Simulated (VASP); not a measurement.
# Si (Fd-3m) in VASP: a series of runs

Runs on Si. Level: PBE. Tasks: single point.

Program: VASP 6.6.1. These are calculated values, not measurements. Logs are shortened: lines on timing, memory, paths and dates and some standing lists are left out, and cuts for length are marked.

### 1 The undisturbed crystal

The structure is cubic, space group Fd-3m (No. 227). The conventional cell has a = 5.444 Å, b = 5.444 Å, c = 5.444 Å, α = 90.00°, β = 90.00°, γ = 90.00°. Si (site symmetry -43m) is surrounded by 4 Si at 2.36 Å.

### 2 Single point, PBE (grid = ENCUT=300 dk=0.45 cell=2x2x2 ISMEAR=0 SIGMA=0.05 LREAL=Auto EDIFF=1e-06)

File INCAR:

```
ALGO = Fast
EDIFF = 1E-6
ENCUT = 300
GGA = PE
ISIF = 2
ISMEAR = 0
LASPH = T
LCHARG = F
LREAL = Auto
LWAVE = F
NBANDS = 44
NELM = 120
PREC = Accurate
SIGMA = 0.05
```

File KPOINTS:

```
k-points
0
Gamma
  3 3 3
```

File POSCAR:

```
TiSi15
1.0
    0.0000000000      5.4437023730      5.4437023730
    5.4437023730      0.0000000000      5.4437023730
    5.4437023730      5.4437023730      0.0000000000
Ti Si
1 15
Direct
    0.2500000000      0.2500000000      0.2500000000
    0.2500000000      0.2500000000      0.7500000000
    0.2500000000      0.7500000000      0.2500000000
    0.2500000000      0.7500000000      0.7500000000
    0.7500000000      0.2500000000      0.2500000000
    0.7500000000      0.2500000000      0.7500000000
    0.7500000000      0.7500000000      0.2500000000
    0.7500000000      0.7500000000      0.7500000000
    0.3750000000      0.3750000000      0.3750000000
    0.3750000000      0.3750000000      0.8750000000
    0.3750000000      0.8750000000      0.3750000000
    0.3750000000      0.8750000000      0.8750000000
    0.8750000000      0.3750000000      0.3750000000
    0.8750000000      0.3750000000      0.8750000000
    0.8750000000      0.8750000000      0.3750000000
    0.8750000000      0.8750000000      0.8750000000
```

Potentials or basis: VASP PAW PBE potentials, release 64 (Ti_sv, Si).

Started as:

```console
$ cat potpaw_PBE.64/Ti_sv/POTCAR potpaw_PBE.64/Si/POTCAR > POTCAR
$ mpirun -np 1 vasp_std > vasp.out
```

OUTCAR:

```text
EDIFF = 1E-6
   ENCUT = 300
   GGA = PE
   ISIF = 2
   ISMEAR = 0
   LASPH = T
   LREAL = Auto
   NELM = 120
   PREC = Accurate

 Found      4 irreducible k-points:

 Following reciprocal coordinates:
            Coordinates               Weight
  0.000000  0.000000  0.000000      1.000000
  0.333333  0.000000  0.000000      8.000000
  0.333333  0.333333  0.000000      6.000000
 -0.333333  0.333333  0.000000     12.000000
   k-points           NKPTS =      4   k-points in BZ     NKDIM =      4   number of bands    NBANDS=     44
   number of dos      NEDOS =    301   number of ions     NIONS =     16
   total plane-waves  NPLWV = 110592
   dimension x,y,z NGX =    48 NGY =   48 NGZ =   48
   dimension x,y,z NGXF=    96 NGYF=   96 NGZF=   96
   ions per type =               1  15
   NGX,Y,Z   is equivalent  to a cutoff of  10.37, 10.37, 10.37 a.u.
   NGXF,Y,Z  is equivalent  to a cutoff of  20.73, 20.73, 20.73 a.u.
 SYSTEM =  unknown system
   PREC   = accura    normal or accurate (medium, high low for compatibility)
   ISTART =      0    job   : 0-new  1-cont  2-samecut
   ICHARG =      2    charge: 1-file 2-atom 10-const
   ISPIN  =      1    spin polarized calculation?
   LNONCOLLINEAR =      F non collinear calculations
   LSORBIT =      F    spin-orbit coupling
   LASPH  =      T    aspherical Exc in radial PAW
   ENCUT  =  300.0 eV  22.05 Ry    4.70 a.u.  10.87 10.87 10.87*2*pi/ulx,y,z
   NELM   =    120;   NELMIN=  2; NELMDL= -5     # of ELM steps
   EDIFF  = 0.1E-05   stopping-criterion for ELM
   LREAL  =      T    real-space projection
   EDIFFG = 0.1E-04   stopping-criterion for IOM
   NSW    =      0    number of steps for IOM
   IBRION =     -1    ionic relax: 0-MD 1-quasi-New 2-CG
   NFREE  =      0    steps in history (QN), initial steepest desc. (CG)
   ISIF   =      2    stress and relaxation
   ISYM   =      2    0-nonsym 1-usesym 2-fastsym
   POTIM  = 0.5000    time-step for ionic-motion
   TEBEG  =    0.0;   TEEND  =   0.0 temperature during run
   PSTRESS=    0.0 pullay stress
   NELECT =      72.0000    total number of electrons
   NUPDOWN=      -1.0000    fix difference up-down
   EMIN   =  10.00;   EMAX   =-10.00  energy-range for DOS
   EFERMI =   0.00;   METHOD = LEGACY
   ISMEAR =     0;   SIGMA  =   0.05  broadening in eV -4-tet -1-fermi 0-gaus
   EFERMI_NEDOS =   21; number of points for ismear=-14 and -15
   IALGO  =     68    algorithm
   IMIX   =      4    mixing-type and parameters
     AMIX     =   0.40;   BMIX     =  1.00
     AMIX_MAG =   1.60;   BMIX_MAG =  1.00
  volume/ion in A,a.u.               =      20.16       136.08
  Fermi-wavevector in a.u.,A,eV,Ry     =   0.992997  1.876492 13.415931  0.986043
  Thomas-Fermi vector in A             =   2.124848
   LORBIT       =      0    0 simple, 1 ext, 2 COOP (PROOUT), +10 PAW based schemes
   GGA     = PE    functional components
   LHFCALC =     F    Hartree Fock is set to
   AEXX    =    0.0000 exact exchange contribution
   IVDW    =     0    specifies the selected vdW correction
   LEPSILON=     F    determine dielectric tensor
   LRPA    =     F    only Hartree local field effects (RPA)
 non-spin polarized calculation
 RMM-DIIS sequential band-by-band and
 Gauss-broadening in eV      SIGMA  =   0.05
  energy-cutoff  :      300.00
  volume of cell :      322.64
 maximum number of plane-waves:      3839
 NGX is ok and might be reduce to    48
   NGX = 21   NGY = 21   NGZ = 21

 number of electron      71.9999984 magnetization

 Free energy of the ion-electron system (eV)
  ---------------------------------------------------
  ext. energy  EPLUGINS =         0.00000000
  ---------------------------------------------------
  free energy    TOTEN  =       -86.30489303 eV

  energy without entropy =      -86.30481233  energy(sigma->0) =      -86.30485268

 E-fermi :   5.5141     XC(G=0):  -9.4546

 val. band max:        5.4099726866   @ k =   0.0000   0.0000   0.0000
 cond. band min:       5.6136350631   @ k =   0.0000   0.0000   0.0000
 fundamental gap:      0.2036623765
 Fermi energy:         5.5140644055

 k-point     1 :       0.0000    0.0000    0.0000
  band No.  band energies     occupation
      1     -50.8140      2.00000
      2     -27.1695      2.00000
      3     -27.1695      2.00000
      4     -27.1695      2.00000
      5      -5.9605      2.00000
      6      -3.7941      2.00000
[... 36 lines left out ...]
     43       7.3666      0.00000
     44       7.3696      0.00000

 k-point     2 :       0.3333    0.0000    0.0000
  band No.  band energies     occupation
      1     -50.8139      2.00000
      2     -27.1695      2.00000
      3     -27.1694      2.00000
      4     -27.1693      2.00000
      5      -5.6172      2.00000
      6      -4.6093      2.00000
[... 36 lines left out ...]
     43       7.8356      0.00000
     44       7.8535      0.00000

 k-point     3 :       0.3333    0.3333    0.0000
  band No.  band energies     occupation
      1     -50.8139      2.00000
      2     -27.1694      2.00000
      3     -27.1694      2.00000
      4     -27.1694      2.00000
      5      -5.4977      2.00000
      6      -4.1845      2.00000
[... 36 lines left out ...]
     43       7.7025      0.00000
     44       8.2607      0.00000

 k-point     4 :      -0.3333    0.3333    0.0000
  band No.  band energies     occupation
      1     -50.8140      2.00000
      2     -27.1695      2.00000
      3     -27.1694      2.00000
      4     -27.1694      2.00000
      5      -5.0885      2.00000
      6      -4.7917      2.00000
[... 36 lines left out ...]
     43       7.9389      0.00000
     44       8.5734      0.00000

------------------------ aborting loop because EDIFF is reached ----------------------------------------

  FORCE on cell =-STRESS in cart. coord.  units (eV):
  Direction    XX          YY          ZZ          XY          YZ          ZX
  --------------------------------------------------------------------------------------
  -------------------------------------------------------------------------------------
  Total        8.3784394      8.3784394      8.3784394      0.0000000     -0.0000000      0.0000000
  in kB       41.6064442     41.6064442     41.6064442      0.0000000     -0.0000000      0.0000000
  external PRESSURE =      41.6064442 kB  Pullay stress =       0.0000000 kB

 VOLUME and BASIS-vectors are now :
 -----------------------------------------------------------------------------
  energy-cutoff  :      300.00
  volume of cell :      322.64
      direct lattice vectors                 reciprocal lattice vectors
     0.000000000  5.443702373  5.443702373    -0.091849254  0.091849254  0.091849254
     5.443702373  0.000000000  5.443702373     0.091849254 -0.091849254  0.091849254
     5.443702373  5.443702373  0.000000000     0.091849254  0.091849254 -0.091849254

 POSITION                                       TOTAL-FORCE (eV/Angst)
 -----------------------------------------------------------------------------------
      2.72185      2.72185      2.72185        -0.000000     -0.000000     -0.000000
      5.44370      5.44370      2.72185        -0.000000     -0.000000     -0.092918
      5.44370      2.72185      5.44370        -0.000000     -0.092918     -0.000000
      8.16555      5.44370      5.44370         0.092918     -0.000000     -0.000000
      2.72185      5.44370      5.44370        -0.092918     -0.000000     -0.000000
      5.44370      8.16555      5.44370        -0.000000      0.092918     -0.000000
[... 8 lines left out ...]
      6.80463      6.80463      9.52648         0.008358      0.008358     -0.008358
      9.52648      9.52648      9.52648        -0.008358     -0.008358     -0.008358
 -----------------------------------------------------------------------------------
    total drift:                               -0.000001     -0.000001     -0.000001

  FREE ENERGIE OF THE ION-ELECTRON SYSTEM (eV)
  ---------------------------------------------------
  free  energy   TOTEN  =       -86.3048930347 eV

  energy  without entropy=      -86.3048123334  energy(sigma->0) =      -86.30485268
```

It took 2.1 min on 1 thread of Intel Xeon Platinum 8259CL at 2.50GHz (Skylake/Cascade Lake), shared host; peak memory 0.31 GiB.

These settings aren't checked as converged: the numbers below hold their error.

Results:

| Quantity | Value |
| --- | --- |
| Free energy | -86.3049 eV |
| Largest force | 1.676 eV/Å |
| Band gap on the k mesh | 0.20 eV, direct |

Caveat: the cutoff is under 1.25 times the usual one of these potentials, so pressure, stress and relaxed cells hold a basis-set (Pulay) error.

### 3 Single point, PBE (grid = ENCUT=350 dk=0.45 cell=2x2x2 ISMEAR=0 SIGMA=0.05 LREAL=Auto EDIFF=1e-06)

Edit INCAR of step 2 so:

```diff
@@ -2,3 +2,3 @@
 EDIFF = 1E-6
-ENCUT = 300
+ENCUT = 350
 GGA = PE
```

KPOINTS is that of step 2.

POSCAR is that of step 2.

Potentials or basis: VASP PAW PBE potentials, release 64 (Ti_sv, Si).

Started as:

```console
$ cat potpaw_PBE.64/Ti_sv/POTCAR potpaw_PBE.64/Si/POTCAR > POTCAR
$ mpirun -np 1 vasp_std > vasp.out
```

OUTCAR:

```text
EDIFF = 1E-6
   ENCUT = 350
   GGA = PE
   ISIF = 2
   ISMEAR = 0
   LASPH = T
   LREAL = Auto
   NELM = 120
   PREC = Accurate

 Found      4 irreducible k-points:

 Following reciprocal coordinates:
            Coordinates               Weight
  0.000000  0.000000  0.000000      1.000000
  0.333333  0.000000  0.000000      8.000000
  0.333333  0.333333  0.000000      6.000000
 -0.333333  0.333333  0.000000     12.000000
   k-points           NKPTS =      4   k-points in BZ     NKDIM =      4   number of bands    NBANDS=     44
[... 268 lines left out ...]
  Total        8.4448937      8.4448937      8.4448937      0.0000000      0.0000000      0.0000000
  in kB       41.9364492     41.9364492     41.9364492      0.0000000      0.0000000      0.0000000
  external PRESSURE =      41.9364492 kB  Pullay stress =       0.0000000 kB

 VOLUME and BASIS-vectors are now :
 -----------------------------------------------------------------------------
  energy-cutoff  :      350.00
  volume of cell :      322.64
      direct lattice vectors                 reciprocal lattice vectors
     0.000000000  5.443702373  5.443702373    -0.091849254  0.091849254  0.091849254
     5.443702373  0.000000000  5.443702373     0.091849254 -0.091849254  0.091849254
     5.443702373  5.443702373  0.000000000     0.091849254  0.091849254 -0.091849254

 POSITION                                       TOTAL-FORCE (eV/Angst)
 -----------------------------------------------------------------------------------
      2.72185      2.72185      2.72185         0.000000      0.000000      0.000000
      5.44370      5.44370      2.72185         0.000000      0.000000     -0.092908
      5.44370      2.72185      5.44370         0.000000     -0.092908      0.000000
      8.16555      5.44370      5.44370         0.092908      0.000000      0.000000
      2.72185      5.44370      5.44370        -0.092908      0.000000      0.000000
      5.44370      8.16555      5.44370         0.000000      0.092908      0.000000
[... 8 lines left out ...]
      6.80463      6.80463      9.52648         0.008496      0.008496     -0.008496
      9.52648      9.52648      9.52648        -0.008496     -0.008496     -0.008496
 -----------------------------------------------------------------------------------
    total drift:                               -0.000000     -0.000000     -0.000001

  FREE ENERGIE OF THE ION-ELECTRON SYSTEM (eV)
  ---------------------------------------------------
  free  energy   TOTEN  =       -86.3427219534 eV

  energy  without entropy=      -86.3426387753  energy(sigma->0) =      -86.34268036
```

OSZICAR:

```text
N       E                     dE             d eps       ncg     rms          rms(c)
DAV:   1     0.251108594759E+03    0.25111E+03   -0.23994E+04   384   0.104E+03
DAV:   2    -0.577886386943E+02   -0.30890E+03   -0.29869E+03   424   0.223E+02
DAV:   3    -0.868885733723E+02   -0.29100E+02   -0.28643E+02   528   0.609E+01
[... 17 lines left out ...]
RMM:  21    -0.863427174875E+02   -0.29803E-05   -0.78355E-05   461   0.231E-02    0.341E-02
RMM:  22    -0.863427225194E+02   -0.50319E-05   -0.65774E-05   416   0.165E-02    0.309E-02
RMM:  23    -0.863427207184E+02    0.18011E-05   -0.32313E-05   469   0.193E-02    0.963E-03
RMM:  24    -0.863427211678E+02   -0.44946E-06   -0.24886E-05   398   0.126E-02    0.138E-03
RMM:  25    -0.863427219534E+02   -0.78557E-06   -0.90014E-06   342   0.834E-03
   1 F= -.86342722E+02 E0= -.86342680E+02  d E =-.831781E-04
```

Wall time 2.1 min (1 thread of Intel Xeon Platinum 8259CL at 2.50GHz (Skylake/Cascade Lake), shared host); peak memory 0.31 GiB.

These settings aren't checked as converged: the numbers below hold their error.

What came out:

| Item | Value |
| --- | --- |
| Free energy | -86.3427 eV |
| Pressure | 4.2 GPa |
| Largest force | 1.673 eV/Å |
| Band gap on the k mesh | 0.20 eV, direct |

### 4 For comparison

An earlier run on the cell as given: functional PBE; potentials or basis VASP PAW PBE potentials, release 64 (Si); cutoff 520 eV; k mesh 8 × 8 × 8; occupations fermi-dirac, width 0.05 eV; no spin polarisation.

* Pressure: 1.3 GPa
* Band gap on the k mesh: 0.63 eV, indirect (least direct gap 2.56 eV)
